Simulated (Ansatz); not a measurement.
# SnTe (Fm-3m) in Ansatz: a series of runs

One crystal, SnTe, is run at these levels: PBE; tasks: single point, equation of state.

Everything below comes from runs of Ansatz 0.2.0. Logs are shortened: lines on timing, memory, paths and dates and some standing lists are left out, and cuts for length are marked.

### 1 The structure

Symmetry: Fm-3m, No. 225, cubic system. Conventional cell: a = 6.302 Å, b = 6.302 Å, c = 6.302 Å, α = 90.00°, β = 90.00°, γ = 90.00°. Around Te (site symmetry m-3m) lie 6 Sn at 3.15 Å. Sn (site symmetry m-3m) is surrounded by 6 Te at 3.15 Å.

### 2 Single point, PBE, 29.40 Å³/atom (volume scaled by 0.94)

File input.yaml:

```yaml
crystal:
  lattice:
    - [0.0, 3.0865288906, 3.0865288906]
    - [3.0865288906, 0.0, 3.0865288906]
    - [3.0865288906, 3.0865288906, 0.0]
  atoms:
    - { symbol: Te, position: [0.5, 0.5, 0.5] }
    - { symbol: Sn, position: [0.0, 0.0, 0.0] }
hamiltonian:
  xc: pbe
  pseudopotentials: { kind: paw, partial_waves: polarizable }
kpoints:
  mp_grid: { grid: [7, 7, 7] }
scf:
  occupations: { method: fermi_dirac, width: 0.05 }
output:
  forces: true
  stress: true
  eigenvalues: true
```

Potentials or basis: Ansatz PAW polarizable.

Command:

```
> ansatz run input.yaml --threads 2 --pin off --max-ram 5120MiB --backend cpu --events-out ev --progress --plain --runs-dir out
```

Log:

```text
Warning: RAYON_NUM_THREADS=2 ignored (pool sized by the plan → 2); use --threads N
Engine: ansatz 0.2.0, aarch64-unknown-linux-gnu
Pseudopotentials: kind: paw
Pseudopotential: Te, paw, valence charge 16, recommended cutoff 420 eV (normal), Te.paw.azcp
Pseudopotential: Sn, paw, valence charge 14, recommended cutoff 420 eV (normal), Sn.paw.azcp
Functional definition: PBE
  parameter kappa = 0.804
  parameter beta = 0.06672455060314922
  exchange = pbe_x(kappa = kappa, mu = beta*pi^2/3)
  correlation = pbe_c(beta = beta)
Crystal: 2 atoms, lattice volume = 58.809 Å³
Basis set: ecut = 420 eV, 1139 PW (Γ), exchange–correlation on 60×60×60 points (8 copies of the dense FFT grid, shifted against one another)
Bands: 19, of which v1, the nominal top of the filled ones, is band 15 counted from 1 (14 counted from 0)
Symmetry: 48 space group operations
Space group: Fm-3m (ITA 225), of the structure as read, at distance tolerance 3.9e-5 Å
k-points: 20 of 343
Non-local potential: Te, projectors of the file, l = 0: 2, l = 1: 2, l = 2: 2, l = 3: 2
Non-local potential: Sn, projectors of the file, l = 0: 2, l = 1: 2, l = 2: 2, l = 3: 2
PAW form: soft (Blöchl's): semilocal exchange-correlation on the pseudo side does not see the compensation charge
PAW one-centre angular grid: Te, 590 points (default); XC on 64 Gauss nodes
PAW one-centre angular grid: Sn, 590 points (default); XC on 64 Gauss nodes
Initial density: superposition of atomic densities (neutral atoms: chi_scale 0, normalization atom), corrected by the library's trained network
Initial wavefunctions: pseudopotential atomic-orbital guess
Functional: x = pbe(κ = 0.804, μ = 0.2195149727645171), c = pbe(β = 0.06672455060314922)
Partial waves of Sn: polarizable
Partial waves of Te: polarizable
SCF iter   1: F=—  HF=-13004.638844 eV  |F-HF|=—  |Δ(HF+E_count)|=         —  Δρ=6.91e-4  dr2=2.50e-4  ethr=1.77e-3  ⟨swp⟩=6.0  Hψ=1975  notcnv=0
preconditioner: auto → none  [insulator: Δε(μ)=0.596 eV  Ē_g=8.978 eV  σ=0.050 eV  W_gap=0.99  n_scr=14 (ndim 8)  ℏωp=15.3 eV  f_vac=0.004  D(μ)=0.01/eV (n_scr^D=0)  ε∞_Penn≈3.9]
SCF iter   2: F=—  HF=-13004.637634 eV  |F-HF|=—  |Δ(HF+E_count)|=   1.21e-3  Δρ=4.63e-4  dr2=8.53e-5  ethr=8.35e-7  ⟨swp⟩=2.9  Hψ=893  notcnv=0
SCF iter   3: F=—  HF=-13004.637635 eV  |F-HF|=—  |Δ(HF+E_count)|=   4.62e-7  Δρ=2.45e-4  dr2=2.17e-5  ethr=2.84e-7  ⟨swp⟩=2.3  Hψ=648  notcnv=0
SCF iter   4: F=—  HF=-13004.637667 eV  |F-HF|=—  |Δ(HF+E_count)|=   3.22e-5  Δρ=5.72e-5  dr2=1.60e-6  ethr=7.24e-8  ⟨swp⟩=2.0  Hψ=683  notcnv=0
SCF iter   5: F=—  HF=-13004.637666 eV  |F-HF|=—  |Δ(HF+E_count)|=   8.10e-7  Δρ=3.05e-5  dr2=4.12e-7  ethr=5.32e-9  ⟨swp⟩=2.0  Hψ=667  notcnv=0
SCF iter   6: F=-13004.637666 eV  HF=-13004.637666 eV  |F-HF|=3.40e-8  |Δ(HF+E_count)|=   3.82e-7  Δρ=6.45e-6  dr2=1.86e-8  ethr=3.33e-10  ⟨swp⟩=3.3  Hψ=1681  notcnv=0
SCF 1 converged in 6 iterations: F = -13004.637666 eV  dr2 = 1.86e-8
SCF converged after 6 iterations
Free energy (F): -13004.637666 eV
Harris-Foulkes:  -13004.637666 eV  (|F-HF|=3.40e-8)
Internal energy: -13004.637529 eV  (E = F + TS)
E sigma→0 (E₀):  -13004.637598 eV
Entropy (-TS):   -0.000137 eV (-0.068 meV/atom)
Fermi energy:    10.733740 eV
--- Per-component energies (eV) ---
  E_band       = -328.938688
  E_kinetic    = 367.915020
  E_local      = -2056.398340  (includes V_loc(G=0)·N_el)
  E_nonlocal   = -342.839174
  E_hartree    = 1317.596879
  E_xc         = -508.558252
  E_vxc        = -202.117183  (∫ρ·V_xc dr)
  E_paw        = -8795.897786  (= ΣΔE_a)
  E_vpaw       = -730.683385  (= ΣTr[D̂ρ^β])
  E_aug_tail   = -0.000169  (compensation charges beyond the density's cutoff)
  E_ewald      = -2986.455707
  E_smearing   = -0.000137  (= −TS)
  E_closure    = 0.000000  (closes the sum)
  Σ components = -13004.637666   (vs F -13004.637666, Δ=0.00e0)
--- Forces (eV/Å), atoms counted from 1 ---
  atom   1  Te     0.00000000    -0.00000000    -0.00000000
  atom   2  Sn    -0.00000000     0.00000000    -0.00000000
  max |Σ_I F_I| component: 3.89e-29 eV/Å
--- Stress (GPa, compression-positive) ---
        5.741475       0.000000       0.000000
        0.000000       5.741475       0.000000
       -0.000000      -0.000000       5.741475
  P = ⅓ Tr σ = 5.7415 GPa (57.415 kbar)
--- Band table (eV; the first three rows and the last of 20) ---
  k-point 0: bands = ["-26.6057", "-26.6057", "-26.6003", "-26.6003", "-26.6003", "-11.2853", "-11.2853", "-11.2768", "-11.2768", "-11.2768", "-2.6313", "6.2378", "8.3377", "8.3377", "8.3377", "14.1422", "14.1422", "14.1422", "15.3176"]
  k-point 1: bands = ["-26.6056", "-26.6056", "-26.6002", "-26.6002", "-26.6002", "-11.2867", "-11.2867", "-11.2765", "-11.2753", "-11.2753", "-2.4438", "5.1318", "8.3682", "8.3682", "9.1255", "13.2222", "13.2222", "13.2971", "15.2724"]
  k-point 2: bands = ["-26.6055", "-26.6055", "-26.6000", "-26.5997", "-26.5997", "-11.2903", "-11.2903", "-11.2758", "-11.2716", "-11.2716", "-1.9247", "3.4491", "8.4843", "8.4843", "9.9431", "11.9084", "11.9084", "12.0792", "16.0355"]
  k-point 19: bands = ["-26.6059", "-26.6051", "-26.5999", "-26.5995", "-26.5987", "-11.3029", "-11.2869", "-11.2743", "-11.2705", "-11.2636", "-0.7643", "2.9304", "5.2956", "6.0855", "9.3860", "11.8870", "14.8299", "15.8224", "16.0979"]
```

Run time: 1.8 s. Hardware: 2 threads of Arm Neoverse N1, shared host; peak memory 0.35 GiB.

Results:

| Property | Result |
| --- | --- |
| Free energy | -13004.6377 eV |
| Pressure | 5.7 GPa |

Caveat: this odd mesh misses L, where the gap lies, so gap, dielectric constants and Born charges aren't listed.

### 3 Single point, PBE, 30.03 Å³/atom (volume scaled by 0.96)

input.yaml, as its differences from that of step 2:

```diff
@@ -2,5 +2,5 @@
   lattice:
-    - [0.0, 3.0865288906, 3.0865288906]
-    - [3.0865288906, 0.0, 3.0865288906]
-    - [3.0865288906, 3.0865288906, 0.0]
+    - [0.0, 3.1082657258, 3.1082657258]
+    - [3.1082657258, 0.0, 3.1082657258]
+    - [3.1082657258, 3.1082657258, 0.0]
   atoms:
```

Potentials or basis: Ansatz PAW polarizable.

Command:

```
> ansatz run input.yaml --threads 2 --pin off --max-ram 5120MiB --backend cpu --events-out ev --progress --plain --runs-dir out
```

It took 1.7 s on 2 threads of Arm Neoverse N1, shared host; peak memory 0.35 GiB.

It converged, with:

* Free energy: -13004.6773 eV
* Pressure: 4.4 GPa

Caveat: this odd mesh misses L, where the gap lies, so gap, dielectric constants and Born charges aren't listed.

### 4 Single point, PBE, 30.66 Å³/atom (volume scaled by 0.98)

input.yaml, as its differences from that of step 3:

```diff
@@ -2,5 +2,5 @@
   lattice:
-    - [0.0, 3.1082657258, 3.1082657258]
-    - [3.1082657258, 0.0, 3.1082657258]
-    - [3.1082657258, 3.1082657258, 0.0]
+    - [0.0, 3.1297027185, 3.1297027185]
+    - [3.1297027185, 0.0, 3.1297027185]
+    - [3.1297027185, 3.1297027185, 0.0]
   atoms:
```

Command:

```
> ansatz run input.yaml --threads 2 --pin off --max-ram 5120MiB --backend cpu --events-out ev --progress --plain --runs-dir out
```

It took 1.9 s on 2 threads of Arm Neoverse N1, shared host; peak memory 0.35 GiB.

It converged, with:

| Property | Result |
| --- | --- |
| Free energy | -13004.7074 eV |
| Pressure | 3.3 GPa |

Caveat: this odd mesh misses L, where the gap lies, so gap, dielectric constants and Born charges aren't listed.

### 5 Single point, PBE, 31.28 Å³/atom

input.yaml, as its differences from that of step 4:

```diff
@@ -2,5 +2,5 @@
   lattice:
-    - [0.0, 3.1297027185, 3.1297027185]
-    - [3.1297027185, 0.0, 3.1297027185]
-    - [3.1297027185, 3.1297027185, 0.0]
+    - [0.0, 3.15085, 3.15085]
+    - [3.15085, 0.0, 3.15085]
+    - [3.15085, 3.15085, 0.0]
   atoms:
```

Command:

```
> ansatz run input.yaml --threads 2 --pin off --max-ram 5120MiB --backend cpu --events-out ev --progress --plain --runs-dir out
```

Wall time 1.9 s (2 threads of Arm Neoverse N1, shared host); peak memory 0.35 GiB.

The run converged. Its results:

| Item | Value |
| --- | --- |
| Free energy | -13004.7288 eV |
| Pressure | 2.2 GPa |

Caveat: this odd mesh misses L, where the gap lies, so gap, dielectric constants and Born charges aren't listed.

### 6 Single point, PBE, 31.91 Å³/atom (volume scaled by 1.02)

input.yaml, as its differences from that of step 5:

```diff
@@ -2,5 +2,5 @@
   lattice:
-    - [0.0, 3.15085, 3.15085]
-    - [3.15085, 0.0, 3.15085]
-    - [3.15085, 3.15085, 0.0]
+    - [0.0, 3.1717171644, 3.1717171644]
+    - [3.1717171644, 0.0, 3.1717171644]
+    - [3.1717171644, 3.1717171644, 0.0]
   atoms:
@@ -19 +19,5 @@
   eigenvalues: true
+  write_density: true
+  write_potential: true
+  elf: true
+  volumetric_format: npy
```

Potentials or basis: Ansatz PAW polarizable.

Command:

```
> ansatz run input.yaml --threads 2 --pin off --max-ram 5120MiB --backend cpu --events-out ev --progress --plain --runs-dir out
```

Run time: 2.5 s. Hardware: 2 threads of Arm Neoverse N1, shared host; peak memory 0.36 GiB.

It converged, with:

```yaml
Free_energy: -13004.7425 eV
Pressure: 1.3 GPa
```

Caveat: this odd mesh misses L, where the gap lies, so gap, dielectric constants and Born charges aren't listed.

### 7 Single point, PBE, 32.53 Å³/atom (volume scaled by 1.04)

File input.yaml:

```yaml
crystal:
  lattice:
    - [0.0, 3.1923133075, 3.1923133075]
    - [3.1923133075, 0.0, 3.1923133075]
    - [3.1923133075, 3.1923133075, 0.0]
  atoms:
    - { symbol: Te, position: [0.5, 0.5, 0.5] }
    - { symbol: Sn, position: [0.0, 0.0, 0.0] }
hamiltonian:
  xc: pbe
  pseudopotentials: { kind: paw, partial_waves: polarizable }
kpoints:
  mp_grid: { grid: [7, 7, 7] }
scf:
  occupations: { method: fermi_dirac, width: 0.05 }
output:
  forces: true
  stress: true
  eigenvalues: true
```

Command:

```
> ansatz run input.yaml --threads 2 --pin off --max-ram 5120MiB --backend cpu --events-out ev --progress --plain --runs-dir out
```

It took 2.1 s on 2 threads of Arm Neoverse N1, shared host; peak memory 0.35 GiB.

The run converged. Its results:

```yaml
Free_energy: -13004.7491 eV
Pressure: 0.4 GPa
```

Caveat: this odd mesh misses L, where the gap lies, so gap, dielectric constants and Born charges aren't listed.

### 8 Single point, PBE, 33.16 Å³/atom (volume scaled by 1.06)

input.yaml, as its differences from that of step 7:

```diff
@@ -2,5 +2,5 @@
   lattice:
-    - [0.0, 3.1923133075, 3.1923133075]
-    - [3.1923133075, 0.0, 3.1923133075]
-    - [3.1923133075, 3.1923133075, 0.0]
+    - [0.0, 3.2126470615, 3.2126470615]
+    - [3.2126470615, 0.0, 3.2126470615]
+    - [3.2126470615, 3.2126470615, 0.0]
   atoms:
```

Command:

```
> ansatz run input.yaml --threads 2 --pin off --max-ram 5120MiB --backend cpu --events-out ev --progress --plain --runs-dir out
```

It took 2 s on 2 threads of Arm Neoverse N1, shared host; peak memory 0.36 GiB.

Results (log left out):

```yaml
Free_energy: -13004.7494 eV
Pressure: -0.3 GPa
```

Caveat: this odd mesh misses L, where the gap lies, so gap, dielectric constants and Born charges aren't listed.

### 9 Equation of state, PBE

Potentials or basis: Ansatz PAW polarizable.

No new run: the results of the series are fitted here.

What came out:

* Equilibrium volume: 32.87 Å³/atom
* Bulk modulus: 40 GPa
* Pressure derivative of the bulk modulus: 4.4

Energy against volume, from the lowest point:
| volume (Å³/atom) | energy (meV/atom) |
| --- | --- |
| 29.404 | 55.87 |
| 30.030 | 36.04 |
| 30.656 | 21.00 |
| 31.281 | 10.29 |
| 31.907 | 3.47 |
| 32.532 | 0.15 |
| 33.158 | 0.00 |

Caveat: this odd mesh misses L, where the gap lies, so gap, dielectric constants and Born charges aren't listed. PBE usually gives volumes a little too large and moduli too small.
